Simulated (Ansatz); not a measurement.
# CdIn2S4 (Fd-3m): probes of nuclei, edges and cores

Aim: for CdIn2S4 (Fd-3m) in the cell below, make these runs: core holes. The cell is not at this level's zero pressure.

Method: DFT PBE, scalar-relativistic, plane waves, PAW, in Ansatz 0.2.0.

1 further run of the same task is left out (set aside as unsound or not needed).

## 1. The structure to begin with

The structure is cubic, space group Fd-3m (No. 227). Conventional cell: a = 10.797 Å, b = 10.797 Å, c = 10.797 Å, α = 90.00°, β = 90.00°, γ = 90.00°. Around Cd (site symmetry -43m) lie 4 S at 2.50 Å. Around In (site symmetry -3m) lie 6 S at 2.61 Å. Around S (site symmetry 3m) lie 1 Cd at 2.50 Å and 3 In at 2.61 Å.

Structure file:

```cif
data_structure
_symmetry_space_group_name_H-M 'Fd-3m:1'
_symmetry_Int_Tables_number 227
_cell_length_a 10.7970
_cell_length_b 10.7970
_cell_length_c 10.7970
_cell_angle_alpha 90.000
_cell_angle_beta 90.000
_cell_angle_gamma 90.000
_cell_volume 1258.66
loop_
_atom_site_label
_atom_site_type_symbol
_atom_site_symmetry_multiplicity
_atom_site_Wyckoff_symbol
_atom_site_fract_x
_atom_site_fract_y
_atom_site_fract_z
_atom_site_occupancy
Cd1 Cd 8 b 0.00000 0.00000 0.50000 1
In1 In 16 c 0.12500 0.12500 0.12500 1
S1 S 32 e 0.38391 0.88391 0.38391 1
```

An earlier run on this cell at PBE gave 4.44 GPa at 22.476 Å³/atom (4×4×4 mesh). The cell is compressed at this level.

## 2. Core levels

File input.yaml:

```yaml
crystal:
  lattice:
    - [0.0, 5.3985, 5.3985]
    - [5.3985, 0.0, 5.3985]
    - [5.3985, 5.3985, 0.0]
  atoms:
    - { symbol: Cd, position: [1.0, 1.0, 0.0] }
    - { symbol: Cd, position: [0.25, 0.25, 0.25] }
    - { symbol: In, position: [0.625, 0.625, 0.625] }
    - { symbol: In, position: [0.125, 0.625, 0.625] }
    - { symbol: In, position: [0.625, 0.625, 0.125] }
    - { symbol: In, position: [0.625, 0.125, 0.625] }
    - { symbol: S, position: [0.3839091531, 0.3839091531, 0.3839091531] }
    - { symbol: S, position: [0.4017274594, 0.8660908469, 0.8660908469] }
    - { symbol: S, position: [0.3839091531, 0.3839091531, 0.8482725406] }
    - { symbol: S, position: [0.8660908469, 0.4017274594, 0.8660908469] }
    - { symbol: S, position: [0.8482725406, 0.3839091531, 0.3839091531] }
    - { symbol: S, position: [0.8660908469, 0.8660908469, 0.8660908469] }
    - { symbol: S, position: [0.3839091531, 0.8482725406, 0.3839091531] }
    - { symbol: S, position: [0.8660908469, 0.8660908469, 0.4017274594] }
basis:
  ecutwfc: 420
  ecutrho_ratio: 4
kpoints:
  mp_grid: { grid: [4, 4, 4] }
hamiltonian:
  xc: pbe
scf:
  occupations: { method: fixed }
output:
  forces: true
  stress: false
  eigenvalues: true
  core_levels:
    shells: { Cd: "3d", In: "3d", S: "2p" }
    counted_from: valence_top
    eps_inf: [6.965, 6.965, 6.965]
```

On the command line:

```console
$ ansatz run input.yaml --threads 4 --pin off --max-ram 10240MiB --backend cpu --events-out ev --progress --plain --runs-dir out
```

What it wrote, cut to the lines that bear on the results:

```text
Warning: RAYON_NUM_THREADS=4 ignored (pool sized by the plan → 4); use --threads N
[...]
Pseudopotentials: kind: paw
Pseudopotential: Cd, paw, valence charge 20, recommended cutoff 420 eV (normal), Cd.paw.azcp
Pseudopotential: In, paw, valence charge 13, recommended cutoff 420 eV (normal), In.paw.azcp
Pseudopotential: S, paw, valence charge 6, recommended cutoff 420 eV (normal), S.paw.azcp
Functional definition: PBE
[...]
Crystal: 14 atoms, lattice volume = 314.666 Å³
Basis set: ecut = 420 eV, 6183 PW (Γ), exchange–correlation on 108×108×108 points (8 copies of the dense FFT grid, shifted against one another)
Bands: 84, of which v1, the nominal top of the filled ones, is band 70 counted from 1 (69 counted from 0)
Symmetry: 48 space group operations
Space group: Fd-3m (ITA 227), of the structure as read, at distance tolerance 6.8e-5 Å
k-points: 8 of 64
[...]
SCF iter   1: F=—  HF=-46125.074449 eV  |F-HF|=—  |Δ(HF+E_count)|=         —  Δρ=7.01e-4  dr2=1.44e-3  ethr=1.77e-3  ⟨swp⟩=5.0  Hψ=2075  notcnv=0  defer=84
[...]
SCF iter   6: F=-46125.076738 eV  HF=-46125.076738 eV  |F-HF|=8.57e-8  |Δ(HF+E_count)|=   5.99e-7  Δρ=3.82e-6  dr2=6.98e-8  ethr=7.14e-11  ⟨swp⟩=12.1  Hψ=4060  notcnv=0
[...]
── core hole 1/3: 3d of Cd 0 ──
── 3d of Cd 0: 396.095 eV over the cell without the hole, in 10 iterations ──
── core hole 2/3: 3d of In 2 ──
── 3d of In 2: 435.260 eV over the cell without the hole, in 10 iterations ──
── core hole 3/3: 2p of S 6 ──
[...]
--- Band table (eV; the first three rows and the last of 8) ---
[...]
--- Core levels from the valence top (as output.core_levels.counted_from types it; a hole's nearest image at 7.6 Å) ---
  the holes have spin, beside a run without
  atom         alike  shell      binding/eV   shift/eV difference/eV images/eV   SCF
  Cd 0             2     3d         403.726     +0.000       396.095    +0.439    10
  In 2             4     3d         442.843     +0.000       435.260    +0.439    10
  S 6              8     2p         160.536     +0.000       152.990    +0.439    10
  the dataset of Cd with a 3d hole: scattering error 0.004 eV; free atom: scalar-relativistic, large and small components
  the two lines of Cd's 3d: 3d3/2 +4.046 eV and 3d5/2 -2.697 eV off its levels, 2 : 3 in strength
  the dataset of In with a 3d hole: scattering error 0.003 eV; free atom: scalar-relativistic, large and small components
  the two lines of In's 3d: 3d3/2 +4.523 eV and 3d5/2 -3.015 eV off its levels, 2 : 3 in strength
  the dataset of S with a 2p hole: scattering error 0.001 eV (0.001 eV in the local channel); free atom: scalar-relativistic, large and small components
  the two lines of S's 2p: 2p1/2 +0.804 eV and 2p3/2 -0.402 eV off its levels, 1 : 2 in strength
  Cd 0 3d: small_cell
  In 2 3d: small_cell
  S 6 2p: small_cell
  the highest filled level without a hole stands at 7.0468 eV, at the point (0.0000, 0.2500, -0.2500)
  Cd 0 3d: the alignment adds +0.1452 eV (standard deviation 0.1042 over 9 far atoms)
  In 2 3d: the alignment adds +0.0974 eV (standard deviation 0.0451 over 7 far atoms)
  S 6 2p: the alignment adds +0.0602 eV (standard deviation 0.1035 over 6 far atoms)
  a level is its difference with the images' term at an eps_inf of 6.965, the alignment and the highest filled level
```

It took 62 s on 4 threads of Arm Neoverse V1, shared host; peak memory 1.3 GiB.

This gives: mesh gap 1.39 eV.

Binding energies, counted from the valence top, with images 7.6 Å apart:

```
site  shell  binding energy (eV)        lines: j, share, offset (eV)
 Cd1     3d               403.73  3/2, 0.40, +4.05; 5/2, 0.60, -2.70
 In3     3d               442.84  3/2, 0.40, +4.52; 5/2, 0.60, -3.02
  S7     2p               160.54  1/2, 0.33, +0.80; 3/2, 0.67, -0.40
```

## 3. Results

| quantity | value |
| --- | --- |
| Cd 3d binding energy (mean of its lines) | 403.73 eV |
| In 3d binding energy (mean of its lines) | 442.84 eV |
| S 2p binding energy (mean of its lines) | 160.54 eV |

A core hole in a supercell this small still feels its images.
